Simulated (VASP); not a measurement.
# Co in VASP: notebook

Runs on Co. Level: PBE. Tasks: single point, relaxation of the atoms.

Everything below comes from runs of VASP 6.6.1. Logs are shortened: lines on timing, memory, paths and dates and some standing lists are left out, and cuts for length are marked.

## Step 1: The structure

The cell holds a slab with vacuum, 12 atoms: a = 2.489 Å, b = 4.026 Å, c = 26.495 Å, α = 90.00°, β = 90.00°, γ = 90.00°.

The slab is cut from a database's or a generator's crystal, which needn't be the stable form of the element.

## Step 2: Single point, PBE, collinear spin, ferromagnetic start

File INCAR:

```
SYSTEM = Co
ALGO = Normal
AMIX = 0.2
AMIX_MAG = 0.8
BMIX = 1E-4
BMIX_MAG = 1E-4
DIPOL = 0.5 0.5 0.500
EDIFF = 1E-7
ENCUT = 520
GGA = PE
ICORELEVEL = 1
IDIPOL = 3
ISIF = 2
ISMEAR = 1
ISPIN = 2
KPAR = 8
LASPH = .True.
LCHARG = .False.
LDIPOL = .True.
LMAXMIX = 4
LORBIT = 11
LREAL = .False.
LVACPOTAV = .True.
LVHAR = .True.
LWAVE = .False.
MAGMOM = 1.8 1.8 1.8 1.8 1.8 1.8 1.8 1.8 1.8 1.8 1.8 1.8
NELM = 150
PREC = Accurate
SIGMA = 0.1
```

File KPOINTS:

```
k-points
0
Gamma
  15 10 1
  0 0 0
```

File POSCAR:

```
Co
1.0
    2.4887480100      0.0000000000      0.0000000000
    0.0000000000      4.0261540000      0.0000000000
    0.0000000000      0.0000000000     26.4950360700
Co
12
Direct
    0.9999995000      0.7500000000      0.2830718900
    0.5000005000      0.2500000000      0.3101879600
    0.4999994900      0.7500000000      0.3644199200
    0.0000004900      0.2500000000      0.3915359900
    0.9999994900      0.7500000000      0.4457679500
    0.5000004900      0.2500000000      0.4728840200
    0.4999994900      0.7500000000      0.5271159800
    0.0000004900      0.2500000000      0.5542320500
    0.9999994800      0.7500000000      0.6084640100
    0.5000004800      0.2500000000      0.6355800800
    0.4999994800      0.7500000000      0.6898120400
    0.0000004800      0.2500000000      0.7169281100
```

Potentials or basis: VASP PAW PBE potentials, release 64 (Co).

Command:

```console
$ cat potpaw_PBE.64/Co/POTCAR > POTCAR
$ mpirun -np 8 vasp_std > vasp.out
```

OUTCAR:

```text
SYSTEM = Co
   AMIX = 0.2
   AMIX_MAG = 0.8
   EDIFF = 1E-7
   ENCUT = 520
   GGA = PE
   ISIF = 2
   ISMEAR = 1
   ISPIN = 2
   LASPH = .True.
   LORBIT = 11
   LREAL = .False.
   NELM = 150
   PREC = Accurate

 ion  position               nearest neighbor table
   1  1.000  0.750  0.283-   2 2.47   2 2.47   2 2.47   2 2.47   3 2.49   3 2.49
   2  0.500  0.250  0.310-   3 2.47   3 2.47   1 2.47   1 2.47   1 2.47   1 2.47   4 2.49   4 2.49

   3  0.500  0.750  0.364-   2 2.47   2 2.47   4 2.47   4 2.47   4 2.47   4 2.47   1 2.49   5 2.49
                             5 2.49   1 2.49
   4  0.000  0.250  0.392-   5 2.47   5 2.47   3 2.47   3 2.47   3 2.47   3 2.47   2 2.49   6 2.49
                             6 2.49   2 2.49
   5  1.000  0.750  0.446-   4 2.47   4 2.47   6 2.47   6 2.47   6 2.47   6 2.47   3 2.49   3 2.49
                             7 2.49   7 2.49
   6  0.500  0.250  0.473-   7 2.47   7 2.47   5 2.47   5 2.47   5 2.47   5 2.47   4 2.49   4 2.49
                             8 2.49   8 2.49
   7  0.500  0.750  0.527-   6 2.47   6 2.47   8 2.47   8 2.47   8 2.47   8 2.47   9 2.49   5 2.49
                             5 2.49   9 2.49
   8  0.000  0.250  0.554-   9 2.47   9 2.47   7 2.47   7 2.47   7 2.47   7 2.47  10 2.49   6 2.49
                             6 2.49  10 2.49
   9  1.000  0.750  0.608-   8 2.47   8 2.47  10 2.47  10 2.47  10 2.47  10 2.47   7 2.49  11 2.49
                            11 2.49   7 2.49
  10  0.500  0.250  0.636-  11 2.47  11 2.47   9 2.47   9 2.47   9 2.47   9 2.47   8 2.49  12 2.49
                            12 2.49   8 2.49
  11  0.500  0.750  0.690-  10 2.47  10 2.47  12 2.47  12 2.47  12 2.47  12 2.47   9 2.49   9 2.49

  12  0.000  0.250  0.717-  11 2.47  11 2.47  11 2.47  11 2.47  10 2.49  10 2.49

  LATTYP: Found a simple orthorhombic cell.
 ALAT       =     2.4887480100
 B/A-ratio  =     1.6177427300
 C/A-ratio  =    10.6459295853

  Lattice vectors:

 A1 = (   2.4887480100,   0.0000000000,   0.0000000000)
 A2 = (   0.0000000000,   4.0261540000,   0.0000000000)
 A3 = (   0.0000000000,   0.0000000000,  26.4950360700)

Analysis of symmetry for initial positions (statically):
=====================================================================
 Subroutine PRICEL returns:
 Original cell was already a primitive cell.

 Routine SETGRP: Setting up the symmetry group for a
 simple orthorhombic supercell.

 Subroutine GETGRP returns: Found  8 space group operations
 (whereof  4 operations were pure point group operations)
 out of a pool of  8 trial point group operations.

The static configuration has the point symmetry C_2h.
 The point group associated with its full space group is D_2h.

Analysis of symmetry for dynamics (positions and initial velocities):
=====================================================================
 Subroutine PRICEL returns:
 Original cell was already a primitive cell.

 Routine SETGRP: Setting up the symmetry group for a
 simple orthorhombic supercell.

 Subroutine GETGRP returns: Found  8 space group operations
 (whereof  4 operations were pure point group operations)
 out of a pool of  8 trial point group operations.

The dynamic configuration has the point symmetry C_2h.
 The point group associated with its full space group is D_2h.

Analysis of structural, dynamic, and magnetic symmetry:
=====================================================================
 Subroutine PRICEL returns:
 Original cell was already a primitive cell.

 Routine SETGRP: Setting up the symmetry group for a
 simple orthorhombic supercell.

 Subroutine GETGRP returns: Found  8 space group operations
 (whereof  4 operations were pure point group operations)
 out of a pool of  8 trial point group operations.

The overall configuration has the point symmetry C_2h.
 The point group associated with its full space group is D_2h.

 Subroutine INISYM returns: Found  8 space group operations
 (whereof  4 operations are pure point group operations),
 and found     1 'primitive' translations

----------------------------------------------------------------------------------------

                                     Primitive cell

  volume of cell :     265.4825

  direct lattice vectors                    reciprocal lattice vectors
[... 120 lines left out ...]
   EMIN   =  10.00;   EMAX   =-10.00  energy-range for DOS
   EFERMI =   0.00;   METHOD = LEGACY
   ISMEAR =     1;   SIGMA  =   0.10  broadening in eV -4-tet -1-fermi 0-gaus
   EFERMI_NEDOS =   21; number of points for ismear=-14 and -15
   IALGO  =     38    algorithm
   IMIX   =      4    mixing-type and parameters
     AMIX     =   0.20;   BMIX     =  0.00
     AMIX_MAG =   0.80;   BMIX_MAG =  0.00
  volume/ion in A,a.u.               =      22.12       149.30
  Fermi-wavevector in a.u.,A,eV,Ry     =   1.213028  2.292290 20.020113  1.471437
  Thomas-Fermi vector in A             =   2.348493
   LORBIT       =     11    0 simple, 1 ext, 2 COOP (PROOUT), +10 PAW based schemes
   GGA     = PE    functional components
   LHFCALC =     F    Hartree Fock is set to
   AEXX    =    0.0000 exact exchange contribution
   IVDW    =     0    specifies the selected vdW correction
   LEPSILON=     F    determine dielectric tensor
   LRPA    =     F    only Hartree local field effects (RPA)
 spin polarized calculation
 Methfessel and Paxton  Order N= 1 SIGMA  =   0.10
  energy-cutoff  :      520.00
  volume of cell :      265.48
 maximum number of plane-waves:      7199
 NGX is ok and might be reduce to    20
   NGX =  9   NGY = 15   NGZ = 99

 number of electron     107.9999933 magnetization      20.0612700

 dipolmoment           0.000000      0.000000     -0.000000 electrons x Angstroem

 Free energy of the ion-electron system (eV)
  ---------------------------------------------------
  ext. energy  EPLUGINS =         0.00000000
  ---------------------------------------------------
  free energy    TOTEN  =       -81.55177251 eV

  energy without entropy =      -81.55197651  energy(sigma->0) =      -81.55184051

 the core state eigenenergies are
   1-  1s  -7583.0422  2s   -889.2020  2p   -760.1681  3s    -92.2119  3p    -55.4959

   2-  1s  -7583.1665  2s   -889.3848  2p   -760.3471  3s    -92.2722  3p    -55.5475

   3-  1s  -7583.2384  2s   -889.5019  2p   -760.4596  3s    -92.3840  3p    -55.6603
[... 15 lines left out ...]
  11-  1s  -7583.1665  2s   -889.3848  2p   -760.3471  3s    -92.2722  3p    -55.5475

  12-  1s  -7583.0422  2s   -889.2020  2p   -760.1681  3s    -92.2119  3p    -55.4959

 E-fermi :   2.7387     XC(G=0):  -7.3394

 val. band max:        2.7385908388   @ k =   0.1333   0.2000   0.0000
 cond. band min:       2.7435597742   @ k =   0.2667   0.0000   0.0000
 fundamental gap:      0.0049689355
 Fermi energy:         2.7387237182

 spin component 1

 k-point     1 :       0.0000    0.0000    0.0000
  band No.  band energies     occupation
      1      -6.0005      1.00000
      2      -5.4116      1.00000
      3      -4.4633      1.00000
      4      -3.3805      1.00000
      5      -2.5409      1.00000
      6      -2.3066      1.00000
[... 1645 lines left out ...]
     65       4.5413     -0.00000
     66       4.9351      0.00000

 [... further k-points ...]

 spin component 2

 k-point     1 :       0.0000    0.0000    0.0000
  band No.  band energies     occupation
      1      -6.0027      1.00000
      2      -5.4025      1.00000
      3      -4.4278      1.00000
      4      -3.2491      1.00000
      5      -2.1235      1.00000
      6      -1.3954      1.00000
[... 1645 lines left out ...]
     65       5.5893      0.00000
     66       5.8936      0.00000

 [... further k-points ...]

 [bands above 66 left out]

------------------------ aborting loop because EDIFF is reached ----------------------------------------

  FORCE on cell =-STRESS in cart. coord.  units (eV):
  Direction    XX          YY          ZZ          XY          YZ          ZX
  --------------------------------------------------------------------------------------
  -------------------------------------------------------------------------------------
  Total       -2.7303837     -3.0614444     -1.2281256      0.0000000      0.0000000      0.0000000
  in kB      -16.4777701    -18.4757100     -7.4116952      0.0000000      0.0000000      0.0000000
  external PRESSURE =     -14.1217251 kB  Pullay stress =       0.0000000 kB

 VOLUME and BASIS-vectors are now :
 -----------------------------------------------------------------------------
  energy-cutoff  :      520.00
  volume of cell :      265.48
      direct lattice vectors                 reciprocal lattice vectors
     2.488748010  0.000000000  0.000000000     0.401808458  0.000000000  0.000000000
     0.000000000  4.026154000  0.000000000     0.000000000  0.248375994  0.000000000
     0.000000000  0.000000000 26.495036070     0.000000000  0.000000000  0.037742919

 POSITION                                       TOTAL-FORCE (eV/Angst)
 -----------------------------------------------------------------------------------
      2.48875      3.01962      7.50000        -0.000000      0.000000      0.473246
      1.24438      1.00654      8.21844         0.000000      0.000000     -0.180562
      1.24437      3.01962      9.65532         0.000000      0.000000     -0.289323
      0.00000      1.00654     10.37376         0.000000      0.000000     -0.068543
      2.48875      3.01962     11.81064         0.000000      0.000000      0.022139
      1.24438      1.00654     12.52908         0.000000      0.000000      0.009974
      1.24437      3.01962     13.96596         0.000000      0.000000     -0.009974
      0.00000      1.00654     14.68440         0.000000      0.000000     -0.022139
      2.48875      3.01962     16.12128         0.000000      0.000000      0.068543
      1.24438      1.00654     16.83972         0.000000      0.000000      0.289323
      1.24437      3.01962     18.27659         0.000000      0.000000      0.180562
      0.00000      1.00654     18.99504         0.000000      0.000000     -0.473246
 -----------------------------------------------------------------------------------
    total drift:                               -0.000136     -0.000193      0.000053

  FREE ENERGIE OF THE ION-ELECTRON SYSTEM (eV)
  ---------------------------------------------------
  free  energy   TOTEN  =       -81.5517725066 eV

  energy  without entropy=      -81.5519765105  energy(sigma->0) =      -81.55184051

 vacuum level on the upper side and lower side of the slab         7.389         7.389

 total charge

# of ion       s       p       d       tot
------------------------------------------
    1        0.475   0.358   7.229   8.062
    2        0.486   0.454   7.237   8.177
    3        0.489   0.521   7.263   8.273
    4        0.490   0.524   7.268   8.282
    5        0.491   0.526   7.266   8.283
    6        0.490   0.527   7.265   8.282
    7        0.490   0.527   7.265   8.282
    8        0.491   0.526   7.266   8.283
    9        0.490   0.524   7.268   8.282
   10        0.489   0.521   7.263   8.273
   11        0.486   0.454   7.237   8.177
   12        0.475   0.358   7.229   8.062
--------------------------------------------------
tot          5.842   5.820  87.056  98.718

 magnetization (x)

# of ion       s       p       d       tot
------------------------------------------
    1       -0.003  -0.033   1.869   1.833
    2       -0.014  -0.048   1.766   1.705
    3       -0.015  -0.051   1.740   1.674
    4       -0.013  -0.056   1.722   1.654
    5       -0.014  -0.055   1.699   1.630
    6       -0.015  -0.055   1.702   1.632
    7       -0.015  -0.055   1.702   1.632
    8       -0.014  -0.055   1.699   1.630
    9       -0.013  -0.056   1.722   1.654
   10       -0.015  -0.051   1.740   1.674
   11       -0.014  -0.048   1.766   1.705
   12       -0.003  -0.033   1.869   1.833
--------------------------------------------------
tot         -0.146  -0.596  20.995  20.253
```

Wall time 29 min (8 MPI ranks of AMD EPYC 7R43 (Zen 3), shared host); peak memory 1.3 GiB.

What came out:

```
Free energy                                           : -81.5518 eV
Largest force                                         : 0.473 eV/Å
Band gap on the k mesh                                : none (metal or under the smearing width)
Net moment                                            : 20.06 μB per cell
Site moments                                          : Co +1.83, +1.71, +1.67, +1.65, +1.63 μB
Valence electrons inside the program's atomic spheres : Co 8.06, 8.18, 8.27, 8.28
Work function of the upper face                       : 4.65 eV
Work function of the lower face                       : 4.65 eV
```

Forces on the atoms (eV/Å):
```
Co   0.000  0.000  0.473
Co   0.000  0.000 -0.181
Co   0.000  0.000 -0.289
Co   0.000  0.000 -0.069
Co   0.000  0.000  0.022
Co   0.000  0.000  0.010
Co   0.000  0.000 -0.010
Co   0.000  0.000 -0.022
Co   0.000  0.000  0.069
Co   0.000  0.000  0.289
Co   0.000  0.000  0.181
Co   0.000  0.000 -0.473
```

Core levels (eV, on the scale of the bands):
```tsv
atom	levels
1 Co	1s -7583.0, 2s -889.2, 2p -760.2, 3s -92.2, 3p -55.5
2 Co	1s -7583.2, 2s -889.4, 2p -760.3, 3s -92.3, 3p -55.5
3 Co	1s -7583.2, 2s -889.5, 2p -760.5, 3s -92.4, 3p -55.7
4 Co	1s -7583.2, 2s -889.4, 2p -760.4, 3s -92.3, 3p -55.6
5 Co	1s -7583.2, 2s -889.4, 2p -760.4, 3s -92.3, 3p -55.6
6 Co	1s -7583.2, 2s -889.4, 2p -760.4, 3s -92.3, 3p -55.6
```

## Step 3: Relaxation of the atoms, PBE, collinear spin, ferromagnetic start

File INCAR:

```
PREC     = Accurate       # precision mode
ENCUT    = 520            # plane-wave cutoff, eV
EDIFF    = 1E-6           # SCF threshold, eV
ISMEAR   = 1              # smearing method
SIGMA    = 0.1            # smearing width, eV
LREAL    = False          # projectors in reciprocal space
LASPH    = True           # aspherical terms in the spheres
NELM     = 150            # most SCF steps
ALGO     = Normal         # electronic algorithm
ISIF     = 2              # what is computed and relaxed
LWAVE    = False          # write WAVECAR
LCHARG   = False          # write CHGCAR
ISPIN    = 2              # spin polarisation
MAGMOM   = 1.8 1.8 1.8 1.8 1.8 1.8 1.8 1.8 1.8 1.8 1.8 1.8 # initial moments
LORBIT   = 11             # projections on sites
LMAXMIX  = 4              # l up to which the mixer works
LDIPOL   = True         
IDIPOL   = 3            
DIPOL    = 0.5 0.5 0.500
GGA      = PE             # functional
IBRION   = 2              # ionic algorithm
NSW      = 80             # ionic steps
EDIFFG   = -0.02          # ionic threshold
AMIX     = 0.2          
BMIX     = 1E-4         
AMIX_MAG = 0.8          
BMIX_MAG = 1E-4         
KPAR     = 8
```

File KPOINTS:

```
Automatic mesh
0
Gamma
  15 10 1
```

POSCAR is that of step 2.

Potentials or basis: VASP PAW PBE potentials, release 64 (Co).

Command:

```console
$ cat potpaw_PBE.64/Co/POTCAR > POTCAR
$ mpirun -np 8 vasp_std > vasp.out
```

Run time: 1.6 h. Hardware: 8 MPI ranks of AMD EPYC 7R43 (Zen 3), shared host; peak memory 1.3 GiB.

Results (log left out):

| Item | Value |
| --- | --- |
| Free energy | -81.5939 eV |
| Energy gained by relaxing | 3.5 meV/atom |
| Ionic steps | 11 |
| Largest force after relaxing | 0.019 eV/Å |
| Band gap on the k mesh | none (metal or under the smearing width) |
| Net moment | 19.95 μB per cell |
| Site moments | Co +1.80, +1.69, +1.66, +1.63 μB |
| Valence electrons inside the program's atomic spheres | Co 8.11, 8.19, 8.30, 8.27, 8.28 |

Forces in eV/Å, atoms in the order of the input:
```
Co   0.000  0.000  0.007
Co   0.000  0.000  0.013
Co   0.000  0.000  0.002
Co   0.000  0.000  0.004
Co   0.000  0.000 -0.007
Co   0.000  0.000  0.019
Co   0.000  0.000 -0.019
Co   0.000  0.000  0.007
Co   0.000  0.000 -0.004
Co   0.000  0.000 -0.002
Co   0.000  0.000 -0.013
Co   0.000  0.000 -0.007
```

The path:
```
step  energy change (eV)  largest force (eV/Å)  pressure (GPa)
   1              0.0000                0.4733           -1.42
   2             -0.0259                0.2881           -1.24
   3             -0.0362                0.1433           -1.02
   4             -0.0397                0.0829           -0.99
   5             -0.0410                0.0557           -0.95
   6             -0.0415                0.0307           -0.94
   7             -0.0416                0.0459           -0.89
   8             -0.0416                0.0324           -0.91
   9             -0.0419                0.0204           -0.88
  10             -0.0420                0.0259           -0.85
  11             -0.0421                0.0188           -0.79
```

Final structure:
```
Co
1.0
     2.48875    0.00000    0.00000
     0.00000    4.02615    0.00000
     0.00000    0.00000   26.49504
Co
12
Cartesian
  2.4887 3.0196 7.5737
  1.2444 1.0065 8.1964
  1.2444 3.0196 9.6508
  0.0000 1.0065 10.3588
  2.4887 3.0196 11.8154
  1.2444 1.0065 12.5234
  1.2444 3.0196 13.9716
  0.0000 1.0065 14.6796
  2.4887 3.0196 16.1362
  1.2444 1.0065 16.8443
  1.2444 3.0196 18.2986
  0.0000 1.0065 18.9213
```

Levels at points of the mesh, in eV from the Fermi level:
Spin up:
| k point | band 60 | band 61 | band 62 | band 63 | band 64 | band 65 | band 66 | band 67 | band 68 | band 69 |
| --- | --- | --- | --- | --- | --- | --- | --- | --- | --- | --- |
| (0.00, 0.00, 0.00) | -0.76 | -0.68 | -0.67 | -0.62 | -0.55 | -0.55 | -0.19 | 0.47 | 0.84 | 1.72 |
| (0.00, 0.50, 0.00) | -1.03 | -0.86 | -0.86 | -0.77 | -0.77 | -0.69 | -0.69 | -0.35 | -0.35 | 0.31 |
Spin down:
| k point | band 42 | band 43 | band 44 | band 45 | band 46 | band 47 | band 48 | band 49 |
| --- | --- | --- | --- | --- | --- | --- | --- | --- |
| (0.00, 0.00, 0.00) | -0.40 | -0.40 | -0.32 | -0.32 | -0.25 | -0.16 | -0.11 | -0.11 |
| (0.00, 0.50, 0.00) | -0.15 | -0.08 | -0.08 | -0.06 | -0.06 | 0.03 | 0.03 | 0.49 |
